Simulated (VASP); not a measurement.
## VASP 6.6.1 run: BeS

INCAR

```
NBANDS = 11
NELECT = 7.98
NSW = 0
PREC = Medium
LCHARG = .FALSE.
ENCUT = 520
GGA = PE
SIGMA = 0.02
IBRION = -1
ISIF = 2
ISPIN = 2
NELM = 120
EDIFF = 1E-7
LREAL = .FALSE.
LASPH = .TRUE.
ISMEAR = -1
MAGMOM = 0.5 0.5
LWAVE = .FALSE.
```

KPOINTS

```
KPOINTS created by Atomic Simulation Environment
0
Gamma
10 10 10
0 0 0
```

POSCAR

```
Be S
 1.0000000000000000
     0.0000000000000000    2.4676566368000001    2.4343066359000001
     2.4343066359000001    0.0000000000000000    2.4343066359000001
     2.4343066359000001    2.4676566368000001    0.0000000000000000
 Be  S
   1   1
Cartesian
  0.0000000000000000  0.0000000000000000  0.0000000000000000
  1.2171533179499998  1.2338283183999998  1.2171533179499998
```

The recommended PBE PAW datasets give the neutral cell 8 valence electrons.

Command

```
mpirun -np 1 vasp_std
```

OSZICAR

```
N       E                     dE             d eps       ncg     rms          rms(c)
DAV:   1     0.201561851095E+02    0.20156E+02   -0.35410E+03  4504   0.575E+02
DAV:   2    -0.888143386776E+01   -0.29038E+02   -0.27891E+02  5859   0.115E+02
DAV:   3    -0.100921005940E+02   -0.12107E+01   -0.12076E+01  5967   0.235E+01
DAV:   4    -0.100992586865E+02   -0.71581E-02   -0.71567E-02  5499   0.207E+00
DAV:   5    -0.100993182463E+02   -0.59560E-04   -0.59559E-04  5874   0.184E-01    0.587E+00
DAV:   6    -0.101114027586E+02   -0.12085E-01   -0.13382E-01  5204   0.210E+00    0.386E+00
DAV:   7    -0.100707767683E+02    0.40626E-01   -0.79926E-02  5113   0.179E+00    0.223E+00
DAV:   8    -0.100883077373E+02   -0.17531E-01   -0.15339E-02  5245   0.986E-01    0.746E-01
DAV:   9    -0.100888485602E+02   -0.54082E-03   -0.14668E-03  5895   0.262E-01    0.191E-01
DAV:  10    -0.100891716709E+02   -0.32311E-03   -0.53174E-04  5336   0.136E-01    0.508E-02
DAV:  11    -0.100892474186E+02   -0.75748E-04   -0.11991E-04  5284   0.889E-02    0.418E-02
DAV:  12    -0.100892388774E+02    0.85412E-05   -0.21701E-05  5426   0.498E-02    0.156E-02
DAV:  13    -0.100892455975E+02   -0.67200E-05   -0.75609E-06  5439   0.177E-02    0.117E-02
DAV:  14    -0.100892462799E+02   -0.68243E-06   -0.13590E-06  5534   0.784E-03    0.246E-03
DAV:  15    -0.100892462620E+02    0.17873E-07   -0.13112E-07  5179   0.428E-03
   1 F= -.10089246E+02 E0= -.10088997E+02  d E =-.499319E-03  mag=     0.0001
```

It converged. Results: pressure -1.9 GPa; magnetic moment of the cell 0.00 μB.

The cell is charged and sits in a uniform background.

For comparison, a separate PBE run of the intended cell, on usual settings and not on those above, gives a gap of 3.11 eV on its mesh and a pressure of -0.8 GPa.

The run above took about 27 s on one core of a shared host (Intel Xeon Platinum 8488C) and held 0.15 GiB at most.
